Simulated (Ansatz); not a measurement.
**TiSi2 and the effect of the pressure**

The cell as given:

```
Ti Si
1.0
    -1.47287    1.71213    4.21208
     1.47287   -1.71213    4.21208
     1.47287    1.71213   -4.21208
Ti Si
1 2
Direct
  0.00000 0.00000 0.00000
  0.67008 0.67008 0.00000
  0.32992 0.32992 0.00000
```

The cell comes from a database or a generator and needn't be the stable form of this composition.

Kept alike: task relaxation of cell and atoms; functional PBEsol; k mesh 12 × 12 × 12; occupations fermi-dirac, width 0.05 eV; no spin polarisation. Program: Ansatz, Ansatz PAW, cutoff 420 eV. The mesh is that of the run's cell of 3 atoms. No spin-orbit coupling.

| run | volume (Å³/atom) |
| --- | --- |
| A | 13.629 |
| B | 12.398 |
| C | 13.810 |
| D | 13.379 |
| E | 13.010 |

The relaxations keep at least the cell's symmetry (Immm). For a metal such a mesh leaves the last digits unconverged. Runs of this series that gave no sound value for these columns are left out. The runs follow the start's structure, whether or not it is the stable one at these pressures. All rows use potentials made for PBE.

**Question.** The runs differ in the pressure alone: 0; 2; 5; 10; 20 GPa. Which run is which?

**Answer.** Run A is 2 GPa; run B is 20 GPa; run C is 0 GPa; run D is 5 GPa; run E is 10 GPa. The volume falls from 13.810 to 12.398 Å³/atom between 0 and 20 GPa. The volume falls ever more slowly, since the solid stiffens under load. At the pressures aimed at, which the runs meet within some tenths of a GPa, the step from 0 to 5 GPa gives a mean bulk modulus near 158 GPa, the last step 208 GPa.

The compression curve is that of a stiff metallic silicide squeezed without any visible break. The mean bulk modulus rises from about 158 GPa over the first 5 GPa to 208 GPa over the last step, an ordinary rate of stiffening for a dense solid. Resistance to compression comes from the short-range repulsion between overlapping electron shells and the kinetic energy of the confined valence electrons. Both grow steeply as the atoms approach, so each further GPa removes less volume. The high starting stiffness probably owes much to hybridisation between Ti 3d and Si 3p states, which adds directional covalent bonding to the metallic cohesion.

The body-centred cell, with its MoSi2-like stacking, is not the face-centred orthorhombic C54 form known as the stable disilicide at ambient conditions. The moduli therefore describe this polymorph and carry over to C54 only as a rough guide, although the related atomic layers suggest a similar stiffness. Volumes alone don't show how the compression is shared between the stacking direction and the layers.
